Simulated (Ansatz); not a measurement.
Born–Oppenheimer molecular dynamics of a periodic cell of 16 atoms, WC (start crystal WC, start structure P-6m2, volume 1.15 times the crystal's). It goes on from the last frame of an earlier run, with new velocities.

All numbers below come from DFT PBE-D3(BJ), scalar-relativistic, plane waves, PAW in Ansatz 0.2.0. Settings: accuracy low, PAW set soft_1, cutoff 420 eV, k mesh 2x2x2, fermi-dirac smearing 0.36 eV, no spin polarisation.

| Item | Value |
| --- | --- |
| ensemble | NVT, Langevin thermostat |
| time step | 0.75 fs |
| steps asked | 240 |
| set temperature | 3360 K |
| friction | 0.02 /fs |
| temperature schedule | 180 steps to 300 K, then 60 steps to 300 K |
| seed | 166394 |

First frame:

```xyz
16
Lattice="-3.0195 -5.2300 0.0000 4.5293 -2.6150 0.0000 0.0000 0.0000 5.9171" Properties=species:S:1:pos:R:3
W -0.375 -5.375 -0.020
C 1.550 -4.384 1.555
W 0.001 -5.343 2.979
C 1.127 -4.495 4.361
W -1.414 -2.865 -0.349
C 0.122 -1.681 1.889
W -1.559 -2.693 3.264
C 0.051 -1.766 4.456
W 1.170 -2.557 0.101
C 2.918 -1.845 1.719
W 1.475 -2.881 2.875
C 2.892 -1.738 4.631
W -0.010 -0.118 0.140
C -1.839 -4.655 1.955
W -0.216 -0.044 3.216
C -1.883 -4.647 4.436
```

Task: What does the run give?

Result: All steps were run.

```json
{"steps done": "240", "time covered": "180 fs", "mean temperature over the second half": "1503 K", "spread of the potential energy over the second half": "56.5 meV per atom", "mean potential energy of the second half above the start": "-397.5 meV per atom"}
```

The schedule's set-point averaged 557 K over the second half and the system 1503 K, so it lags behind the ramp. The start is strongly strained: it lies 0.5 eV per atom above the lowest frames. A run of 0.18 ps of so small a system gives no equilibrium averages. Limits of this set-up: coarse k mesh, low accuracy level.

Task: What happens to the structure?

Result: Mean squared displacements from the first frame to the last, about the centre of mass: W 0.08 Å², C 0.09 Å². The details hang on the random start.

Task: How do temperature and energy run in time?

Result: 
```csv
time (fs),T (K),potential energy less start (eV)
0,3150,0.000
9,2705,1.598
18,3172,1.122
27,3861,-1.918
36,3287,-2.284
45,3036,-2.013
54,2919,-2.792
63,2536,-3.357
72,2461,-3.686
81,2470,-3.533
90,2575,-4.545
99,2467,-5.241
108,1988,-5.241
117,2027,-5.932
126,1774,-6.556
135,1239,-6.413
144,1026,-6.286
153,838,-6.547
162,994,-7.320
171,835,-7.667
180,752,-8.077
```

Time of the run: 20 min on 1 thread of Arm Neoverse V2 (shared host), peak memory 0.54 GiB.
